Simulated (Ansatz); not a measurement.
I:

```
I
1.0
     3.63503   -2.39502    0.00000
     3.63503    2.39502    0.00000
     0.00000    0.00000    9.79344
I
4
Direct
  0.64930 0.35070 0.38440
  0.14930 0.85070 0.11560
  0.35070 0.64930 0.61560
  0.85070 0.14930 0.88440
```

Base run:

- Program: Ansatz 0.2.0
- Functional: PBE0
- Potentials or basis: Ansatz PAW
- Cutoff: 420 eV (not typed: the program's choice for these potentials)
- k mesh: 4 × 4 × 2
- Occupations: fermi-dirac, width 0.05 eV
- Spin: no spin polarisation

Its results: band gap on the k mesh 2.84 eV, indirect (least direct gap 3.07 eV); pressure 0.9 GPa; largest force 0.252 eV/Å.

Q: After a change of settings the same cell gave: band gap on the k mesh 2.14 eV, indirect (least direct gap 2.35 eV); pressure 1.0 GPa; largest force 0.301 eV/Å. Which change was it?
A. functional from PBE0 to B3LYP
B. functional from PBE0 to PBEsol0
C. functional from PBE0 to HSE06

A: C.

Caveats: spin-orbit coupling is left out, which moves the levels of the heavy elements; the PAW data sets come from PBE, with cores solved anew for the run's functional, which leaves a small shift of forces and pressure; the thresholds are loose for stress.
